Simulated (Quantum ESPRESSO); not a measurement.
# GaSb (F-43m) in Quantum ESPRESSO: further runs

The runs below take GaSb through phonons, single point, equation of state, with PBE, vdW-DF-C09.

Program: Quantum ESPRESSO 7.5. These are calculated values, not measurements. Logs are shortened: lines on timing, memory, paths and dates and some standing lists are left out, and cuts for length are marked.

**What was measured.**

From a printed reference work, data compilation, for a bulk crystal of GaSb at 4.2 K: band gap 0.811 eV (direct).

The results are compared with them further down.

### 1 Starting point

Symmetry: F-43m, No. 216, cubic system. The conventional cell has a = 6.118 Å, b = 6.118 Å, c = 6.118 Å, α = 90.00°, β = 90.00°, γ = 90.00°. Sb (site symmetry -43m) is surrounded by 4 Ga at 2.65 Å. Ga (site symmetry -43m) has 4 Sb at 2.65 Å as nearest neighbours.

### 2 Phonons, PBE

File pw.in:

```
&CONTROL
  calculation = 'scf'
  prefix = 'pwscf'
  outdir = './tmp'
  pseudo_dir = './pseudo'
  tprnfor = .true.
  tstress = .true.
  disk_io = 'low'
/
&SYSTEM
  ibrav = 0
  nat = 2
  ntyp = 2
  ecutwfc = 70
  ecutrho = 560
  nbnd = 21
  occupations = 'smearing'
  smearing = 'mv'
  degauss = 0.01999163
/
&ELECTRONS
  conv_thr = 4d-10
  electron_maxstep = 120
  mixing_beta = 0.5
/
ATOMIC_SPECIES
Sb   121.7600 sb_pbe_v1.4.uspp.F.UPF
Ga    69.7230 Ga.pbe-dn-kjpaw_psl.1.0.0.UPF
CELL_PARAMETERS angstrom
   0.0000000000    3.0590000000    3.0590000000
   3.0590000000    0.0000000000    3.0590000000
   3.0590000000    3.0590000000    0.0000000000
ATOMIC_POSITIONS crystal
Sb     0.7500000000    0.7500000000    0.7500000000
Ga     0.0000000000    0.0000000000    0.0000000000
K_POINTS automatic
6 6 6 0 0 0
```

File relax.in:

```
&CONTROL
  calculation = 'vc-relax'
  prefix = 'pwscf'
  outdir = './tmp'
  pseudo_dir = './pseudo'
  tprnfor = .true.
  tstress = .true.
  disk_io = 'low'
  nstep = 40
  forc_conv_thr = 0.0001
  etot_conv_thr = 1d-06
/
&SYSTEM
  ibrav = 0
  nat = 2
  ntyp = 2
  ecutwfc = 70
  ecutrho = 560
  nbnd = 21
  occupations = 'smearing'
  smearing = 'mv'
  degauss = 0.01999163
/
&ELECTRONS
  conv_thr = 4d-10
  electron_maxstep = 120
  mixing_beta = 0.5
/
&IONS
  ion_dynamics = 'bfgs'
/
&CELL
  cell_dynamics = 'bfgs'
  press = 0
  press_conv_thr = 0.2
/
ATOMIC_SPECIES
Sb   121.7600 sb_pbe_v1.4.uspp.F.UPF
Ga    69.7230 Ga.pbe-dn-kjpaw_psl.1.0.0.UPF
CELL_PARAMETERS angstrom
   0.0000000000    3.0590000000    3.0590000000
   3.0590000000    0.0000000000    3.0590000000
   3.0590000000    3.0590000000    0.0000000000
ATOMIC_POSITIONS crystal
Sb     0.7500000000    0.7500000000    0.7500000000
Ga     0.0000000000    0.0000000000    0.0000000000
K_POINTS automatic
6 6 6 0 0 0
```

File scf2.in:

```
&CONTROL
  calculation = 'scf'
  prefix = 'pwscf'
  outdir = './tmp'
  pseudo_dir = './pseudo'
  tprnfor = .true.
  tstress = .true.
  disk_io = 'low'
/
&SYSTEM
  ibrav = 0
  nat = 2
  ntyp = 2
  ecutwfc = 70
  ecutrho = 560
  nbnd = 21
  occupations = 'smearing'
  smearing = 'mv'
  degauss = 0.01999163
/
&ELECTRONS
  conv_thr = 1d-13
  electron_maxstep = 120
  mixing_beta = 0.5
  startingpot = 'file'
  startingwfc = 'file'
/
ATOMIC_SPECIES
Sb   121.7600 sb_pbe_v1.4.uspp.F.UPF
Ga    69.7230 Ga.pbe-dn-kjpaw_psl.1.0.0.UPF
CELL_PARAMETERS angstrom
   0.0000000000    3.1054935566    3.1054935566
   3.1054935566    0.0000000000    3.1054935566
   3.1054935566    3.1054935566    0.0000000000
ATOMIC_POSITIONS crystal
Sb     0.7500000000    0.7500000000    0.7500000000
Ga     0.0000000000    0.0000000000    0.0000000000
K_POINTS automatic
6 6 6 0 0 0
```

File ph.in:

```
phonons of GaSb
&INPUTPH
  prefix = 'pwscf'
  outdir = './tmp'
  tr2_ph = 1d-16
  fildyn = 'dyn'
  niter_ph = 60
  alpha_mix(1) = 0.4
/
0.0000000000 0.0000000000 0.0000000000
```

File dynmat.in:

```
&INPUT
  fildyn = 'dyn'
  asr = 'crystal'
  filout = 'dynmat.eig'
/
```

Potentials or basis: SSSP 1.3 efficiency PBE.

Launch:

```sh
OMP_NUM_THREADS=1 pw.x -in pw.in > pw.out
OMP_NUM_THREADS=1 pw.x -in relax.in > relax.out
OMP_NUM_THREADS=1 pw.x -in scf2.in > scf2.out
OMP_NUM_THREADS=1 ph.x -in ph.in > ph.out
OMP_NUM_THREADS=1 dynmat.x -in dynmat.in > dynmat.out
```

pw.out:

```text
This program is part of the open-source Quantum ESPRESSO suite
     for quantum simulation of materials; please cite
         "P. Giannozzi et al., J. Phys.:Condens. Matter 21 395502 (2009);
         "P. Giannozzi et al., J. Phys.:Condens. Matter 29 465901 (2017);
         "P. Giannozzi et al., J. Chem. Phys. 152 154105 (2020);
     in publications or presentations arising from this work. More details at

     file Ga.pbe-dn-kjpaw_psl.1.0.0.UPF: wavefunction(s)  4S renormalized
     Message from routine setup:
     using ibrav=0 with symmetry is DISCOURAGED, use correct ibrav instead

     G-vector sticks info
     --------------------
     sticks:   dense  smooth     PW     G-vecs:    dense   smooth      PW
     Sum        2587    1285    379                86547    30731    4909

     Using Slab Decomposition

     bravais-lattice index     =            0
     lattice parameter (alat)  =       8.1751  a.u.
     unit-cell volume          =     386.3359 (a.u.)^3
     number of atoms/cell      =            2
     number of atomic types    =            2
     number of electrons       =        28.00
     number of Kohn-Sham states=           21
     kinetic-energy cutoff     =      70.0000  Ry
     charge density cutoff     =     560.0000  Ry
     scf convergence threshold =      4.0E-10
     mixing beta               =       0.5000
     number of iterations used =            8  plain     mixing
     Exchange-correlation= SLA  PW   PBX  PBC
                           (   1   4   3   4   0   0   0)

     celldm(1)=   8.175105  celldm(2)=   0.000000  celldm(3)=   0.000000
     celldm(4)=   0.000000  celldm(5)=   0.000000  celldm(6)=   0.000000

     crystal axes: (cart. coord. in units of alat)
               a(1) = (   0.000000   0.707107   0.707107 )
               a(2) = (   0.707107   0.000000   0.707107 )
               a(3) = (   0.707107   0.707107   0.000000 )

     reciprocal axes: (cart. coord. in units 2 pi/alat)
               b(1) = ( -0.707107  0.707107  0.707107 )
               b(2) = (  0.707107 -0.707107  0.707107 )
               b(3) = (  0.707107  0.707107 -0.707107 )

     PseudoPot. # 1 for Sb read from file:
     sb_pbe_v1.4.uspp.F.UPF
     Pseudo is Ultrasoft + core correction, Zval = 15.0
     Generated by new atomic code, or converted to UPF format
     Using radial grid of  891 points,  6 beta functions with:
                l(1) =   0
                l(2) =   0
                l(3) =   1
                l(4) =   1
                l(5) =   2
                l(6) =   2
     Q(r) pseudized with  8 coefficients,  rinner =    1.350   1.350   1.350
                                                       1.350   1.350

     PseudoPot. # 2 for Ga read from file:
     Ga.pbe-dn-kjpaw_psl.1.0.0.UPF
     Pseudo is Projector augmented-wave + core cor, Zval = 13.0
     Generated using "atomic" code by A. Dal Corso  v.5.1
     Shape of augmentation charge: PSQ
     Using radial grid of 1205 points,  6 beta functions with:
                l(1) =   0
                l(2) =   0
                l(3) =   1
                l(4) =   1
[... 21 lines left out ...]
        k(    4) = (  -0.3535534  -0.3535534   0.3535534), wk =   0.0370370
        k(    5) = (   0.2357023   0.0000000  -0.0000000), wk =   0.0555556
        k(    6) = (   0.3535534   0.1178511  -0.1178511), wk =   0.2222222
[... 8 lines left out ...]
        k(   15) = (  -0.1178511  -0.3535534   0.5892557), wk =   0.2222222
        k(   16) = (  -0.7071068   0.2357023   0.0000000), wk =   0.1111111

     Dense  grid:    86547 G-vectors     FFT dimensions: (  64,  64,  64)

     Smooth grid:    30731 G-vectors     FFT dimensions: (  45,  45,  45)

     Initial potential from superposition of free atoms

     starting charge      26.9970, renormalised to      28.0000
     Starting wfcs are   18 randomized atomic wfcs +    3 random wfcs

     Self-consistent Calculation

     iteration #  1     ecut=    70.00 Ry     beta= 0.50
     Davidson diagonalization with overlap
     ethr =  1.00E-02,  avg # of iterations =  5.6

     total energy              =    -462.72592483 Ry
     estimated scf accuracy    <       0.72111447 Ry
[... 26 lines left out ...]
     total energy              =    -462.89973634 Ry
     estimated scf accuracy    <       0.00003813 Ry

     iteration #  6     ecut=    70.00 Ry     beta= 0.50
     Davidson diagonalization with overlap
     c_bands:  1 eigenvalues not converged
     ethr =  1.36E-07,  avg # of iterations = 11.6

     total energy              =    -462.89996842 Ry
     estimated scf accuracy    <       0.00008577 Ry

     iteration #  7     ecut=    70.00 Ry     beta= 0.50
     Davidson diagonalization with overlap
     ethr =  1.36E-07,  avg # of iterations =  2.5
[... 116 lines left out ...]
     iteration # 24     ecut=    70.00 Ry     beta= 0.50
     Davidson diagonalization with overlap
     ethr =  1.17E-11,  avg # of iterations =  4.8

     End of self-consistent calculation

          k = 0.0000 0.0000 0.0000 (  3839 PWs)   bands (ev):

   -20.9713 -20.9713 -20.9713 -20.9528 -20.9528  -7.2069  -7.2069  -7.2069
    -7.1581  -7.1581  -3.6694   7.8083   7.8083   7.8083   7.8459  10.6012
    10.6012  10.6012  13.6573  16.5688  16.5688

          k = 0.1179 0.1179-0.1179 (  3801 PWs)   bands (ev):
[... 37 lines left out ...]
   -20.9704 -20.9689 -20.9684 -20.9521 -20.9520  -7.2355  -7.1942  -7.1937
    -7.1596  -7.1590  -2.1382   2.0208   5.0684   6.6020   9.5901  11.7598
    12.1518  14.0498  15.5095  16.1143  17.6991

          k = 0.0000-0.2357 0.2357 (  3811 PWs)   bands (ev):

   -20.9710 -20.9698 -20.9694 -20.9527 -20.9520  -7.2243  -7.2002  -7.1976
    -7.1599  -7.1582  -2.9401   3.7699   5.7530   7.2575   9.6654  11.4039
    11.5440  12.6621  14.6478  16.2020  16.3966

          k = 0.4714 0.0000-0.0000 (  3856 PWs)   bands (ev):
[... 13 lines left out ...]
   -20.9711 -20.9678 -20.9669 -20.9529 -20.9512  -7.2437  -7.1892  -7.1871
    -7.1630  -7.1586  -1.4701   1.3998   4.1038   5.8980   9.4513  12.9749
    13.8449  13.8856  14.5480  16.0257  19.9110

          k =-0.7071 0.0000 0.0000 (  3860 PWs)   bands (ev):

   -20.9743 -20.9654 -20.9654 -20.9545 -20.9497  -7.2528  -7.1808  -7.1808
    -7.1709  -7.1553  -1.2222   1.0069   5.2381   5.2381   8.7277   9.0732
    16.5434  16.5434  17.9148  18.6782  19.4280

          k =-0.2357-0.4714 0.7071 (  3825 PWs)   bands (ev):
[... 7 lines left out ...]
   -20.9705 -20.9690 -20.9663 -20.9529 -20.9511  -7.2436  -7.1902  -7.1864
    -7.1627  -7.1587  -1.4687   1.3764   4.3596   5.4497  10.6520  11.4563
    13.2449  13.7438  15.3234  18.3633  18.7033

          k =-0.7071 0.2357 0.0000 (  3808 PWs)   bands (ev):

   -20.9722 -20.9675 -20.9654 -20.9536 -20.9505  -7.2482  -7.1863  -7.1831
    -7.1659  -7.1575  -1.1896   1.1046   4.6306   4.8047  10.3838  10.6574
    13.9145  13.9616  17.7730  18.0623  19.2749

     the Fermi energy is     7.7564 ev

!    total energy              =    -462.89997262 Ry
     estimated scf accuracy    <          1.1E-10 Ry
     smearing contrib. (-TS)   =       0.00065692 Ry
     internal energy E=F+TS    =    -462.90062954 Ry

     The total energy is F=E-TS. E is the sum of the following terms:
     one-electron contribution =    -213.34504179 Ry
     hartree contribution      =     127.10381515 Ry
     xc contribution           =     -82.22575721 Ry
     ewald contribution        =    -183.29967577 Ry
     one-center paw contrib.   =    -111.13396993 Ry

     convergence has been achieved in  24 iterations

     Forces acting on atoms (cartesian axes, Ry/au):

     atom    1 type  1   force =    -0.00000000   -0.00000000    0.00000000
     atom    2 type  2   force =     0.00000000   -0.00000000    0.00000000

     Total force =     0.000000     Total SCF correction =     0.000000

     Computing stress (Cartesian axis) and pressure

          total   stress  (Ry/bohr**3)                   (kbar)     P=       21.82
   0.00014836  -0.00000000  -0.00000000           21.82       -0.00       -0.00
  -0.00000000   0.00014836  -0.00000000           -0.00       21.82       -0.00
   0.00000000  -0.00000000   0.00014836            0.00       -0.00       21.82

=------------------------------------------------------------------------------=
   JOB DONE.
=------------------------------------------------------------------------------=
```

relax.out:

```text
This program is part of the open-source Quantum ESPRESSO suite
     for quantum simulation of materials; please cite
         "P. Giannozzi et al., J. Phys.:Condens. Matter 21 395502 (2009);
         "P. Giannozzi et al., J. Phys.:Condens. Matter 29 465901 (2017);
         "P. Giannozzi et al., J. Chem. Phys. 152 154105 (2020);
[... 379 lines left out ...]
  -0.00000000   0.00000141  -0.00000000           -0.00        0.21       -0.00
  -0.00000000   0.00000000   0.00000141           -0.00        0.00        0.21

=------------------------------------------------------------------------------=
   JOB DONE.
=------------------------------------------------------------------------------=
```

Wall time 19 min (1 thread of Intel Xeon Platinum 8488C (Sapphire Rapids), shared host); peak memory 0.39 GiB.

What came out:

| Item | Value |
| --- | --- |
| Free energy | -6298.0939 eV |
| Relaxed volume | 29.95 Å³/atom |
| Relaxed cell | a = 4.392 Å, b = 4.392 Å, c = 4.392 Å, α = 60.00°, β = 60.00°, γ = 60.00° |
| Space group after relaxing (to 0.05 Å) | F-43m (No. 216) |
| Pressure after relaxing | 0.0 GPa |
| Band gap on the k mesh | none (metal or under the smearing width) |
| Highest phonon frequency at Γ | 203 cm⁻¹ |

Step by step:
| step | energy change (eV) | largest force (eV/Å) | pressure (GPa) | volume (Å³) |
| --- | --- | --- | --- | --- |
| 1 | 0.0000 | 0.0000 | 2.18 | 57.25 |
| 2 | -0.0075 | 0.0000 | 1.59 | 57.89 |
| 3 | -0.0132 | 0.0000 | 0.99 | 58.60 |
| 4 | -0.0171 | 0.0000 | 0.17 | 59.67 |
| 5 | -0.0172 | 0.0000 | 0.01 | 59.89 |
| 6 | -0.0172 | 0.0000 | 0.00 | 59.90 |

Final structure:
```
Sb Ga
1.0
     0.00000    3.10549    3.10549
     3.10549    0.00000    3.10549
     3.10549    3.10549    0.00000
Sb Ga
1 1
Direct
  0.75000 0.75000 0.75000
  0.00000 0.00000 0.00000
```

Phonon frequencies in cm⁻¹ (negative: imaginary):
| q point | frequencies |
| --- | --- |
| (0.000, 0.000, 0.000) | 9 9 9 203 203 203 |

Optical modes at Γ, degenerate ones joined:
```
cm⁻¹  components  symmetry     active in
 202           3        T2  IR and Raman
```

Caveat: the k mesh is coarse; the mesh is thin for the phonons of a metal; this crystal is a semiconductor, whose small gap the functional closes, so the metal is an error of the method. Spin-orbit coupling is left out, which matters for the levels of Sb.

(Part 1 of 2 ends here.)
